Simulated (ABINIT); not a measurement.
The system is Zn.

```
CELL_PARAMETERS angstrom
2.67000 0.00000 0.00000
-1.33500 2.31229 0.00000
0.00000 0.00000 4.96600
ATOMIC_POSITIONS crystal
Zn 0.66667 0.33333 0.75000
Zn 0.33333 0.66667 0.25000
```

Base run:

```yaml
Program: ABINIT 10.8.3 (patched build)
Functional: SCAN
Potentials_or_basis: JTH PAW PBE v2.0
Cutoff: 707 eV
k_mesh: 11 × 11 × 6
Occupations: fermi-dirac, width 0.05 eV
Spin: no spin polarisation
```

Its results: band gap on the k mesh none (metal or under the smearing width); pressure -6.3 GPa.

**Question.** After a change of settings the same cell gave: band gap on the k mesh none (metal or under the smearing width); pressure 5.2 GPa. Which change was it?
A. functional from SCAN to LDA
B. functional from SCAN to BLYP
C. functional from SCAN to PW91
D. functional from SCAN to WC

**Answer.** B.

Caveats: the PAW data sets were made with another functional, which shifts forces and pressure a little.

Runs at the PBE level aren't shown here.
